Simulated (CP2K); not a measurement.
Crystal: MgO.

```
CELL_PARAMETERS angstrom
2.96561 0.00000 0.00000
1.48280 2.56829 0.00000
1.48280 0.85610 2.42141
ATOMIC_POSITIONS crystal
Mg 0.00000 0.00000 0.00000
O 0.50000 0.50000 0.50000
```

The cell is a database's computed one.

Base run:

```yaml
Program: CP2K 2026.2
Functional: BLYP
Potentials_or_basis: POTENTIAL_UZH Mg GTH-PBE-q10, O GTH-PBE-q6; TZVP-MOLOPT-PBE-GTH basis
Density_cutoff: 19048 eV
k_mesh: 11 × 11 × 11
Occupations: fermi-dirac, width 0.05 eV
Spin: no spin polarisation
```

Its results: band gap on the k mesh 5.04 eV, direct; pressure 13.4 GPa.

Question: After a change of settings the same cell gave: band gap on the k mesh 4.56 eV, direct; pressure 1.8 GPa. Which change was it?
A. functional from BLYP to vdW-DF2
B. functional from BLYP to PBE
C. functional from BLYP to LDA
D. functional from BLYP to rev-vdW-DF2

Answer: C.

LDA binds more tightly than BLYP, so the same cell stands under less pressure.

Caveats: the potentials were made for another functional, which shifts forces and pressure; the basis of atomic orbitals isn't converged, which shifts pressures, moduli and gaps.
